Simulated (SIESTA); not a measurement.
The system is Au.

```
Au
1.0
    -1.65727    1.65727    1.65727
     1.65727   -1.65727    1.65727
     1.65727    1.65727   -1.65727
Au
1
Cartesian
  0.0000 0.0000 0.0000
```

This isn't the form of Au at room conditions, which is fcc.

| Property | Result |
| --- | --- |
| Program | SIESTA 5.4.2 |
| Task | relaxation of cell and atoms |
| Functional | PBEsol |
| Potentials or basis | PseudoDojo 0.4 standard (PBEsol files) |
| Basis | DZP (energy shift 0.003 Ry; two zetas on semicore shells) |
| Grid cutoff | 800 Ry |
| Energy shift | 0.003 Ry |
| k mesh | 8 × 8 × 8 |
| Occupations | fermi-dirac, width 0.05 eV |
| Spin | no spin polarisation |

At the start: pressure -8.3 GPa; volume 18.21 Å³/atom.

**Question.** Where does the relaxation end?

**Answer.** Over 4 steps the energy falls by 28.3 meV/atom and the volume is 17.19 Å³/atom (-5.6 %); space group Im-3m (No. 229, to 0.05 Å).

The path:
| step | energy change (eV) | largest force (eV/Å) | pressure (GPa) | volume (Å³) |
| --- | --- | --- | --- | --- |
| 1 | 0.0000 | 0.0000 | -8.34 | 18.21 |
| 2 | -0.0256 | 0.0000 | -2.77 | 17.48 |
| 3 | -0.0283 | 0.0000 | 0.40 | 17.15 |
| 4 | -0.0283 | 0.0000 | 0.00 | 17.19 |

Final structure:
```
CELL_PARAMETERS angstrom
-1.62597 1.62596 1.62596
1.62596 -1.62597 1.62596
1.62596 1.62596 -1.62597
ATOMIC_POSITIONS crystal
Au 0.00000 0.00000 0.00000
```

Caveat: short orbitals over semicore shells can move pressures by several GPa; the basis of atomic orbitals isn't converged, which shifts pressures, moduli and gaps.
